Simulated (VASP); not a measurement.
## VASP 6.6.1, PBE single-point calculation, YN (strained rocksalt)

INCAR

```
SIGMA = 0.02
GGA = PE
ISMEAR = -1
LREAL = .FALSE.
PREC = Accurate
NELM = 120
LCHARG = .FALSE.
IBRION = -1
ISIF = 2
NSW = 0
LASPH = .TRUE.
LWAVE = .FALSE.
EDIFF = 1E-7
ENCUT = 520
NBANDS = 15
```

KPOINTS

```
KPOINTS created by Atomic Simulation Environment
0
Gamma
10 10 10
0 0 0
```

KPOINTS_OPT

```
special points
7
Reciprocal
0.0000000000 0.0000000000 0.0000000000 1
0.5000000000 0.0000000000 0.5000000000 1
0.6250000000 0.2500000000 0.6250000000 1
0.3750000000 0.3750000000 0.7500000000 1
0.5000000000 0.5000000000 0.5000000000 1
0.5000000000 0.2500000000 0.7500000000 1
0.0000000000 0.5000000000 0.5000000000 1
```

POSCAR

```
Y  N
 1.0000000000000000
     0.0000000000000000    2.5459700684000000    2.5459700684000000
     2.5459700684000000    0.0000000000000000    2.5459700684000000
     2.5459700684000000    2.5459700684000000    0.0000000000000000
 Y   N
   1   1
Cartesian
  0.0000000000000000  0.0000000000000000  0.0000000000000000
  2.5459700684000000  2.5459700684000000  2.5459700684000000
```

VASP ran with the recommended PBE PAW datasets (16 valence electrons in the cell).

Command

```
mpirun -np 1 vasp_std
```

From OUTCAR

```
k-points           NKPTS =     47   k-points in BZ     NKDIM =     47   number of bands    NBANDS=     15

   NELECT =      16.0000    total number of electrons

   dimension x,y,z NGX =    28 NGY =   28 NGZ =   28
   dimension x,y,z NGXF=    56 NGYF=   56 NGZF=   56

  energy-cutoff  :      520.00
  volume of cell :       33.01
      direct lattice vectors                 reciprocal lattice vectors
     0.000000000  2.545970068  2.545970068    -0.196388797  0.196388797  0.196388797
     2.545970068  0.000000000  2.545970068     0.196388797 -0.196388797  0.196388797
     2.545970068  2.545970068  0.000000000     0.196388797  0.196388797 -0.196388797

 k-points in reciprocal lattice and weights: KPOINTS created by Atomic Simulation Env
   0.00000000  0.00000000  0.00000000       0.001
   0.10000000  0.00000000  0.00000000       0.008
   0.20000000  0.00000000  0.00000000       0.008
   0.30000000  0.00000000  0.00000000       0.008
   0.40000000  0.00000000  0.00000000       0.008
   0.50000000  0.00000000  0.00000000       0.004
   0.10000000  0.10000000  0.00000000       0.006
   0.20000000  0.10000000  0.00000000       0.024
   ...

 E-fermi :   3.6355

 k-point     1 :       0.0000    0.0000    0.0000
  band No.  band energies     occupation
      1     -37.9277      2.00000
      2     -17.6476      2.00000
      3     -17.6476      2.00000
      4     -17.6476      2.00000
      5      -9.1448      2.00000
      6       3.4523      1.99979
      7       3.4523      1.99979
      8       3.4523      1.99979
      9       6.3882      0.00000
     10       6.3882      0.00000
     11       6.3882      0.00000
     12       6.5585      0.00000
     13       8.0796      0.00000
     14       8.0796      0.00000
     15      13.8848      0.00000

 k-point     2 :       0.1000    0.0000    0.0000
  band No.  band energies     occupation
      1     -37.9213      2.00000
      2     -17.7217      2.00000
      3     -17.6533      2.00000
      4     -17.6533      2.00000
      5      -9.0218      2.00000
      6       2.8413      2.00000
      7       3.1637      2.00000
      8       3.1637      2.00000
      9       6.4264      0.00000
     10       6.6002      0.00000
     11       6.6002      0.00000
     12       7.1750      0.00000
     13       8.5053      0.00000
     14       8.5053      0.00000
     15      14.4332      0.00000

 k-point     3 :       0.2000    0.0000    0.0000
  band No.  band energies     occupation
      1     -37.9045      2.00000
      2     -17.9084      2.00000
      3     -17.6683      2.00000
      4     -17.6683      2.00000
      5      -8.7008      2.00000
      6       1.7238      2.00000
      7       2.5721      2.00000
      8       2.5721      2.00000
      9       6.6007      0.00000
     10       7.1617      0.00000
     11       7.1617      0.00000
     12       8.3638      0.00000
     13       9.5273      0.00000
     14       9.5273      0.00000
     15      15.6804      0.00000

 k-point     4 :       0.3000    0.0000    0.0000
  band No.  band energies     occupation
      1     -37.8835      2.00000
      2     -18.1263      2.00000
      3     -17.6866      2.00000
      4     -17.6866      2.00000
      5      -8.3019      2.00000
      6       0.6896      2.00000
      7       2.0139      2.00000
      8       2.0139      2.00000
      9       7.0787      0.00000
     10       7.9540      0.00000
     11       7.9540      0.00000
     12       9.4214      0.00000
     13      10.7399      0.00000
     14      10.7399      0.00000
     15      16.1229      0.00000

 k-point     5 :       0.4000    0.0000    0.0000
  band No.  band energies     occupation
      1     -37.8665      2.00000
      2     -18.2937      2.00000
      3     -17.7012      2.00000
      4     -17.7012      2.00000
      5      -7.9721      2.00000
      6      -0.0271      2.00000
      7       1.6407      2.00000
      8       1.6407      2.00000
      9       7.8709      0.00000
     10       8.7489      0.00000
     11       8.7489      0.00000
     12       9.7581      0.00000
     13      11.8185      0.00000
     14      11.8185      0.00000
     15      15.5702      0.00000

 k-point     6 :       0.5000    0.0000    0.0000
  band No.  band energies     occupation
      1     -37.8600      2.00000
      2     -18.3558      2.00000
      3     -17.7068      2.00000
      4     -17.7068      2.00000
      5      -7.8431      2.00000
      6      -0.2850      2.00000
      7       1.5112      2.00000
      8       1.5112      2.00000
      9       8.5361      0.00000
     10       9.1132      0.00000
     11       9.1132      0.00000
     12       9.4301      0.00000
     13      12.3283      0.00000
     14      12.3283      0.00000
     15      15.4310      0.00000

 k-point     7 :       0.1000    0.1000    0.0000
  band No.  band energies     occupation
      1     -37.9192      2.00000
      2     -17.7193      2.00000
      3     -17.6681      2.00000
      4     -17.6681      2.00000
      5      -8.9901      2.00000
      6       2.4759      2.00000
      7       3.2758      2.00000
      8       3.2758      2.00000
      9       6.0152      0.00000
     10       6.9101      0.00000
     11       6.9101      0.00000
     12       7.0435      0.00000
     13       8.1957      0.00000
     14       9.1300      0.00000
     15      14.6108      0.00000

 k-point     8 :       0.2000    0.1000    0.0000
  band No.  band energies     occupation
      1     -37.9058      2.00000
      2     -17.8558      2.00000
      3     -17.6903      2.00000
      4     -17.6785      2.00000
      5      -8.7615      2.00000
      6       1.7085      2.00000
      7       2.8034      2.00000
      8       2.9325      2.00000
      9       5.9349      0.00000
     10       7.3303      0.00000
     11       7.4923      0.00000
     12       7.8304      0.00000
     13       8.7206      0.00000
     14      10.2051      0.00000
     15      15.6506      0.00000

 k-point     9 :       0.3000    0.1000    0.0000
  band No.  band energies     occupation
      1     -37.8863      2.00000
      2     -18.0542      2.00000
      3     -17.7114      2.00000
      4     -17.6964      2.00000
      5      -8.4258      2.00000
      6       0.9293      2.00000
      7       2.1380      2.00000
      8       2.3982      2.00000
      9       6.2689      0.00000
     10       8.0203      0.00000
     11       8.2406      0.00000
     12       8.8857      0.00000
     13       9.7782      0.00000
     14      11.2712      0.00000
     15      16.4038      0.00000

 k-point    10 :       0.4000    0.1000    0.0000
  band No.  band energies     occupation
      1     -37.8680      2.00000
      2     -18.2296      2.00000
      3     -17.7233      2.00000
      4     -17.7216      2.00000
      5      -8.1081      2.00000
      6       0.2806      2.00000
      7       1.6970      2.00000
      8       1.9234      2.00000
      9       6.9564      0.00000
     10       8.7315      0.00000
     11       8.9576      0.00000
     12       9.7200      0.00000
     13      10.9865      0.00000
     14      12.0473      0.00000
     15      15.5895      0.00000

 k-point    11 :       0.5000    0.1000    0.0000
  band No.  band energies     occupation
      1     -37.8580      2.00000
      2     -18.3217      2.00000
      3     -17.7442      2.00000
      4     -17.7217      2.00000
      5      -7.9270      2.00000
      6      -0.0724      2.00000
      7       1.5507      2.00000
      8       1.6313      2.00000
      9       7.8962      0.00000
     10       8.7276      0.00000
     11       9.2076      0.00000
     12      10.1814      0.00000
     13      12.0242      0.00000
     14      12.3740      0.00000
     15      15.0659      0.00000

 k-point    12 :      -0.4000    0.1000    0.0000
  band No.  band energies     occupation
      1     -37.8601      2.00000
      2     -18.3021      2.00000
      3     -17.7551      2.00000
      4     -17.7072      2.00000
      5      -7.9558      2.00000
      6      -0.0197      2.00000
      7       1.5724      2.00000
      8       1.6776      2.00000
      9       7.9444      0.00000
     10       8.7387      0.00000
     11       8.7625      0.00000
     12      10.1592      0.00000
     13      11.8973      0.00000
     14      12.2955      0.00000
     15      15.2102      0.00000

 k-point    13 :      -0.3000    0.1000    0.0000
  band No.  band energies     occupation
      1     -37.8736      2.00000
      2     -18.1778      2.00000
      3     -17.7490      2.00000
      4     -17.6852      2.00000
      5      -8.1842      2.00000
      6       0.4396      2.00000
      7       1.7560      2.00000
      8       2.0392      2.00000
      9       7.1541      0.00000
     10       7.9538      0.00000
     11       8.8349      0.00000
     12       9.3952      0.00000
     13      10.9798      0.00000
     14      11.6799      0.00000
     15      15.9071      0.00000

 ...

  Total       -2.9117238     -2.9117238     -2.9117238      0.0000000      0.0000000      0.0000000
  in kB     -141.3418878   -141.3418878   -141.3418878      0.0000000      0.0000000      0.0000000
  external PRESSURE =    -141.3418878 kB  Pullay stress =       0.0000000 kB

 POSITION                                       TOTAL-FORCE (eV/Angst)
 -----------------------------------------------------------------------------------
      0.00000      0.00000      0.00000         0.000000      0.000000      0.000000
      2.54597      2.54597      2.54597         0.000000      0.000000     -0.000000
 -----------------------------------------------------------------------------------
    total drift:                                0.000000      0.000000      0.000000

  FREE ENERGIE OF THE ION-ELECTRON SYSTEM (eV)
  ---------------------------------------------------
  free  energy   TOTEN  =       -18.0591534508 eV

  energy  without entropy=      -18.0591531944  energy(sigma->0) =      -18.05915332
```

```
gap between bands v and c : 0.37 eV
least direct gap          : 0.83 eV
pressure                  : -14.1 GPa
```

Band v is the last that the valence electrons fill when counted band by band, and c is the next.

The run took about 23 s on one core of a shared host (Intel Xeon Platinum 8488C) and held 0.18 GiB at most.
